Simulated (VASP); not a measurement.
# BeSe (F-43m) in VASP: single point with PBE

Aim: the single point of BeSe with PBE.

Program: VASP 6.6.1. These are calculated values, not measurements. Logs are shortened: lines on timing, memory, paths and dates and some standing lists are left out, and cuts for length are marked.

## 1. The undisturbed crystal

The structure is cubic, space group F-43m (No. 216). Conventional cell: a = 5.070 Å, b = 5.070 Å, c = 5.070 Å, α = 90.00°, β = 90.00°, γ = 90.00°. Around Be (site symmetry -43m) lie 4 Se at 2.20 Å. Se (site symmetry -43m) is surrounded by 4 Be at 2.20 Å.

## 2. Single point, PBE (volume scaled by 1.05)

The input, INCAR:

```
ALGO = Normal
EDIFF = 1E-6
ENCUT = 520
GGA = PE
ISIF = 2
ISMEAR = -1
LASPH = T
LCHARG = F
LREAL = F
LWAVE = F
NBANDS = 11
NELM = 100
PREC = Accurate
SIGMA = 0.02
```

The input, KPOINTS:

```
k-points
0
Gamma
  10 10 10
```

The input, POSCAR:

```
BeSe
1.0
    0.0000000000      2.5765647645      2.5765647645
    2.5765647645      0.0000000000      2.5765647645
    2.5765647645      2.5765647645      0.0000000000
Be Se
1 1
Direct
    0.0000000000      0.0000000000      0.0000000000
    0.7500000000      0.7500000000      0.7500000000
```

Potentials or basis: VASP PAW PBE potentials, release 64 (Be, Se).

Command:

```
$ cat potpaw_PBE.64/Be/POTCAR potpaw_PBE.64/Se/POTCAR > POTCAR
$ mpirun -np 1 vasp_std > vasp.out
```

OUTCAR:

```text
EDIFF = 1E-6
   ENCUT = 520
   GGA = PE
   ISIF = 2
   ISMEAR = -1
   LASPH = T
   LREAL = F
   NELM = 100
   PREC = Accurate

 ion  position               nearest neighbor table
   1  0.000  0.000  0.000-   2 2.23   2 2.23   2 2.23   2 2.23
   2  0.750  0.750  0.750-   1 2.23   1 2.23   1 2.23   1 2.23

  LATTYP: Found a face centered cubic cell.
 ALAT       =     5.1531295290

  Lattice vectors:

 A1 = (   0.0000000000,   2.5765647645,   2.5765647645)
 A2 = (   2.5765647645,   0.0000000000,   2.5765647645)
 A3 = (   2.5765647645,   2.5765647645,   0.0000000000)

Analysis of symmetry for initial positions (statically):
=====================================================================
 Subroutine PRICEL returns:
 Original cell was already a primitive cell.

 Routine SETGRP: Setting up the symmetry group for a
 face centered cubic supercell.

 Subroutine GETGRP returns: Found 24 space group operations
 (whereof 24 operations were pure point group operations)
 out of a pool of 48 trial point group operations.

The static configuration has the point symmetry T_d .

Analysis of symmetry for dynamics (positions and initial velocities):
=====================================================================
 Subroutine PRICEL returns:
 Original cell was already a primitive cell.

 Routine SETGRP: Setting up the symmetry group for a
 face centered cubic supercell.

 Subroutine GETGRP returns: Found 24 space group operations
 (whereof 24 operations were pure point group operations)
 out of a pool of 48 trial point group operations.

The dynamic configuration has the point symmetry T_d .

 Subroutine INISYM returns: Found 24 space group operations
 (whereof 24 operations are pure point group operations),
 and found     1 'primitive' translations

----------------------------------------------------------------------------------------

                                     Primitive cell

  volume of cell :      34.2100

  direct lattice vectors                    reciprocal lattice vectors
     0.000000000  2.576564765  2.576564765    -0.194056834  0.194056834  0.194056834
     2.576564765  0.000000000  2.576564765     0.194056834 -0.194056834  0.194056834
     2.576564765  2.576564765  0.000000000     0.194056834  0.194056834 -0.194056834

  length of vectors
     3.643812834  3.643812834  3.643812834     0.336116296  0.336116296  0.336116296

  position of ions in fractional coordinates (direct lattice)
     0.000000000  0.000000000  0.000000000
[... 85 lines left out ...]
   ISYM   =      2    0-nonsym 1-usesym 2-fastsym
   POTIM  = 0.5000    time-step for ionic-motion
   TEBEG  =    0.0;   TEEND  =   0.0 temperature during run
   PSTRESS=    0.0 pullay stress
   NELECT =       8.0000    total number of electrons
   NUPDOWN=      -1.0000    fix difference up-down
   EMIN   =  10.00;   EMAX   =-10.00  energy-range for DOS
   EFERMI =   0.00;   METHOD = LEGACY
   ISMEAR =    -1;   SIGMA  =   0.02  broadening in eV -4-tet -1-fermi 0-gaus
   EFERMI_NEDOS =   21; number of points for ismear=-14 and -15
   IALGO  =     38    algorithm
   IMIX   =      4    mixing-type and parameters
     AMIX     =   0.40;   BMIX     =  1.00
     AMIX_MAG =   1.60;   BMIX_MAG =  1.00
  volume/ion in A,a.u.               =      17.11       115.43
  Fermi-wavevector in a.u.,A,eV,Ry     =   1.008603  1.905984 13.840946  1.017281
  Thomas-Fermi vector in A             =   2.141480
   LORBIT       =      0    0 simple, 1 ext, 2 COOP (PROOUT), +10 PAW based schemes
   GGA     = PE    functional components
   LHFCALC =     F    Hartree Fock is set to
   AEXX    =    0.0000 exact exchange contribution
   IVDW    =     0    specifies the selected vdW correction
   LEPSILON=     F    determine dielectric tensor
   LRPA    =     F    only Hartree local field effects (RPA)
 non-spin polarized calculation
  energy-cutoff  :      520.00
  volume of cell :       34.21
 maximum number of plane-waves:       941
   NGX = 13   NGY = 13   NGZ = 13

 number of electron       7.9999999 magnetization

 Free energy of the ion-electron system (eV)
  ---------------------------------------------------
  ext. energy  EPLUGINS =         0.00000000
  ---------------------------------------------------
  free energy    TOTEN  =        -8.85724531 eV

  energy without entropy =       -8.85724531  energy(sigma->0) =       -8.85724531

 E-fermi :   3.6991     XC(G=0):  -9.4094

 val. band max:        3.3087282136   @ k =   0.0000   0.0000   0.0000
 cond. band min:       5.9419176947   @ k =   0.5000   0.5000   0.0000
 fundamental gap:      2.6331894811
 Fermi energy:         3.6990944760

 k-point     1 :       0.0000    0.0000    0.0000
  band No.  band energies     occupation
      1     -10.4566      2.00000
      2       3.3087      2.00000
      3       3.3087      2.00000
      4       3.3087      2.00000
      5       7.6356      0.00000
      6       8.3189      0.00000
      7       8.3189      0.00000
      8       8.3189      0.00000
      9      15.3079      0.00000
     10      15.8081      0.00000
     11      15.8081      0.00000
[... 309 lines left out ...]
 k-point    24 :       0.4000    0.3000    0.0000
  band No.  band energies     occupation
      1      -9.1169      2.00000
      2      -0.9591      2.00000
      3       0.8484      2.00000
      4       1.1121      2.00000
      5       6.7715      0.00000
      6       8.4523      0.00000
      7      12.5221      0.00000
      8      12.7669      0.00000
      9      15.9265      0.00000
     10      17.9953      0.00000
     11      18.3756      0.00000

 [... further k-points ...]

------------------------ aborting loop because EDIFF is reached ----------------------------------------

  FORCE on cell =-STRESS in cart. coord.  units (eV):
  Direction    XX          YY          ZZ          XY          YZ          ZX
  --------------------------------------------------------------------------------------
  -------------------------------------------------------------------------------------
  Total        0.2770881      0.2770881      0.2770881      0.0000000      0.0000000      0.0000000
  in kB       12.9770268     12.9770268     12.9770268      0.0000000      0.0000000      0.0000000
  external PRESSURE =      12.9770268 kB  Pullay stress =       0.0000000 kB

 VOLUME and BASIS-vectors are now :
 -----------------------------------------------------------------------------
  energy-cutoff  :      520.00
  volume of cell :       34.21
      direct lattice vectors                 reciprocal lattice vectors
     0.000000000  2.576564765  2.576564765    -0.194056834  0.194056834  0.194056834
     2.576564765  0.000000000  2.576564765     0.194056834 -0.194056834  0.194056834
     2.576564765  2.576564765  0.000000000     0.194056834  0.194056834 -0.194056834

 POSITION                                       TOTAL-FORCE (eV/Angst)
 -----------------------------------------------------------------------------------
      0.00000      0.00000      0.00000        -0.000000     -0.000000     -0.000000
      3.86485      3.86485      3.86485         0.000000      0.000000      0.000000
 -----------------------------------------------------------------------------------
    total drift:                               -0.000000     -0.000000     -0.000000

  FREE ENERGIE OF THE ION-ELECTRON SYSTEM (eV)
  ---------------------------------------------------
  free  energy   TOTEN  =        -8.8572453081 eV

  energy  without entropy=       -8.8572453081  energy(sigma->0) =       -8.85724531
```

OSZICAR:

```text
N       E                     dE             d eps       ncg     rms          rms(c)
DAV:   1     0.217100912063E+02    0.21710E+02   -0.36439E+03  1034   0.610E+02
DAV:   2    -0.767335662007E+01   -0.29383E+02   -0.28348E+02  1325   0.110E+02
DAV:   3    -0.896884535808E+01   -0.12955E+01   -0.12937E+01  1314   0.232E+01
DAV:   4    -0.897453205897E+01   -0.56867E-02   -0.56862E-02  1211   0.175E+00
DAV:   5    -0.897454996180E+01   -0.17903E-04   -0.17903E-04  1277   0.104E-01    0.337E+00
DAV:   6    -0.888837590670E+01    0.86174E-01   -0.47512E-02  1226   0.114E+00    0.209E+00
DAV:   7    -0.885596337088E+01    0.32413E-01   -0.89325E-02  1264   0.155E+00    0.245E-01
DAV:   8    -0.885707278248E+01   -0.11094E-02   -0.25559E-03  1160   0.294E-01    0.503E-02
DAV:   9    -0.885723021479E+01   -0.15743E-03   -0.16423E-04  1326   0.836E-02    0.276E-02
DAV:  10    -0.885724169803E+01   -0.11483E-04   -0.16036E-05  1228   0.213E-02    0.505E-03
DAV:  11    -0.885724524199E+01   -0.35440E-05   -0.56122E-06  1216   0.132E-02    0.270E-03
DAV:  12    -0.885724530815E+01   -0.66159E-07   -0.22477E-07   853   0.303E-03
   1 F= -.88572453E+01 E0= -.88572453E+01  d E =-.829795E-11
```

stdout:

```text
POSCAR found type information on POSCAR BeSe
 POSCAR found :  2 types and       2 ions
 scaLAPACK will be used
 LDA part: xc-table for (Slater+PW92), standard interpolation
 POSCAR, INCAR and KPOINTS ok, starting setup
 FFT: planning ... GRIDC
 FFT: planning ... GRID_SOFT
 FFT: planning ... GRID
 WAVECAR not read
 entering main loop
```

Wall time 14 s (1 thread of Intel Xeon Platinum 8259CL at 2.50GHz (Skylake/Cascade Lake), shared host); peak memory 0.16 GiB.

What came out:

- Free energy: -8.8572 eV
- Pressure: 1.3 GPa
- Band gap on the k mesh: 2.63 eV, indirect (least direct gap 4.33 eV)

A k mesh can miss the band edges.
